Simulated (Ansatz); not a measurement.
## CdF₂: moving Cd off its site

CdF₂, Fm-3m, a = 5.388 Å (as given, not relaxed at this level: -0.2 GPa). Ansatz: PBEsol, PAW, 420 eV, Γ-centred 8×8×8 mesh on 3 atoms, Gaussian smearing 0.05 eV; no spin polarisation.

```
CELL_PARAMETERS angstrom
0.00000 2.69400 2.69400
2.69400 0.00000 2.69400
2.69400 2.69400 0.00000
ATOMIC_POSITIONS crystal
Cd 0.00000 0.00000 0.00000
F 0.25000 0.25000 0.25000
F 0.75000 0.75000 0.75000
```

Atom 1 (Cd) moves by x along the unit vector (0.000, 1.000, 0.000), with its periodic images; all else is held. y is the free energy of the cell over the start, F the force along the path summed over the moved atoms. Symmetry makes y even in x.

```tsv
x (Å)	y (meV)	F (eV/Å)
-0.1000	?	?
-0.0500	5.94	0.24
0.0000	0.00	0.00
0.0125	0.37	-0.06
0.0250	1.49	-0.12
0.0375	3.34	-0.18
0.0625	9.29	-0.30
0.0750	13.38	-0.36
0.0875	18.22	-0.42
```

Task: Fit y = c2 x² + c4 x⁴ to the energies of the other rows, give the force constant, and predict energy and force of the missing row.

Result: Least squares on the rows shown. y = 2375.6 x² + 540.45 x⁴. The force constant is 2 c2 = 4.75 eV/Å² (for all images moving together, not for a lone atom). The force −dy/dx at the missing row is 0.48 eV/Å (computed 0.48). At x = -0.1000 the fit asked for gives 23.81 meV. The run gave 23.80 meV, so the fit is 0.01 meV too high, a small miss on the scale of the series.